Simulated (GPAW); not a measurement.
A run of GPAW 26.7.0 is set up as follows.

File run.py:

```python
from ase.dft.bandgap import bandgap
from ase.io import read, write
from ase.units import GPa
from gpaw import GPAW, PW, setup_paths

setup_paths.insert(0, '.')

atoms = read('MgO.xyz')

calc = GPAW(mode=PW(800),
            xc='AM05',
            kpts={'size': (11, 11, 11), 'gamma': True},
            occupations={'name': 'fermi-dirac', 'width': 0.05},
            nbands=16,
            convergence={'density': 1e-05, 'energy': 1e-05},
            maxiter=150,
            txt='gpaw.txt')
atoms.calc = calc
energy = atoms.get_potential_energy()
forces = atoms.get_forces()
stress = atoms.get_stress()
calc.write('gs.gpw')
write('result.traj', atoms)
print(f'Energy: {energy:.6f} eV')
print('Forces (eV/A):')
print(forces.round(4))
print('Stress (GPa):', (stress / GPa).round(3))
print('Fermi level:', round(calc.get_fermi_level(), 4), 'eV')
print(f'Gap: {bandgap(calc)[0]:.4f} eV, direct: {bandgap(calc, direct=True)[0]:.4f} eV')
```

The input MgO.xyz:

```xyz
2
Lattice="0.0000000000 2.0970013927 2.0970013927 2.0970013927 0.0000000000 2.0970013927 2.0970013927 2.0970013927 0.0000000000" Properties=species:S:1:pos:R:3 pbc="T T T"
Mg     0.0000000000      0.0000000000      0.0000000000
O      2.0970013927      2.0970013927      2.0970013927
```

Potentials or basis: PAW data sets generated in the run's folder for this functional, pw.

Run with:

```sh
$ gpaw-setup -f AM05 Mg O
$ OMP_NUM_THREADS=1 python run.py
```

Predict the band gap on the k mesh.

4.86 eV, direct.

Predict the pressure.

3.7 GPa.

**The experiment to reproduce.**

From “Electronic structure of alkaline earth and post-transition metal oxides”, 2009, arxiv:0908.1581, for a bulk crystal of MgO: band gap 7.83 eV.

Against the measured gap of MgO, 7.83 eV (quoted in “Electronic structure of alkaline earth and post-transition metal oxides”, 2009, arxiv:0908.1581), the calculated 4.86 eV is off by -2.97 eV. The value is that of AM05, without temperature or zero-point motion. Semilocal functionals fall short of measured gaps as a rule. The cell is a database's relaxed one, not the measured one, which moves gaps too.
